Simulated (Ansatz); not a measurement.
GaSb in Ansatz: the effect of functional

GaSb:

```
Sb Ga
1.0
    -2.73495    2.73495    1.58003
     2.73495   -2.73495    1.58003
     2.73495    2.73495   -1.58003
Sb Ga
1 1
Cartesian
  0.0000 0.0000 0.0000
  0.0000 2.7350 0.7900
```

Measurements of this composition are mostly on another form, of space group No. 216.

The cell isn't the ideal one: volume scaled by 0.98.

Alike in all runs:

```yaml
Program: Ansatz 0.2.0
Task: single point
Potentials_or_basis: Ansatz PAW
k_mesh: 10 × 10 × 10
Occupations: fermi-dirac, width 0.05 eV
Spin: no spin polarisation
```

Question: One run gave: pressure -0.4 GPa. Which functional did it use?
A. r2SCAN
B. LDA
C. PBEsol

Answer: A.

| functional | cutoff | pressure (GPa) |
| --- | --- | --- |
| LDA | 420 eV (not typed: the program's choice for these potentials) | -3.4 |
| PBEsol | 420 eV (not typed: the program's choice for these potentials) | -1.9 |
| r2SCAN | 500 eV (not typed: the program's choice for these potentials) | -0.4 |

Caveats: the PAW data sets come from PBE, with cores solved anew for the run's functional, which leaves a small shift of forces and pressure.
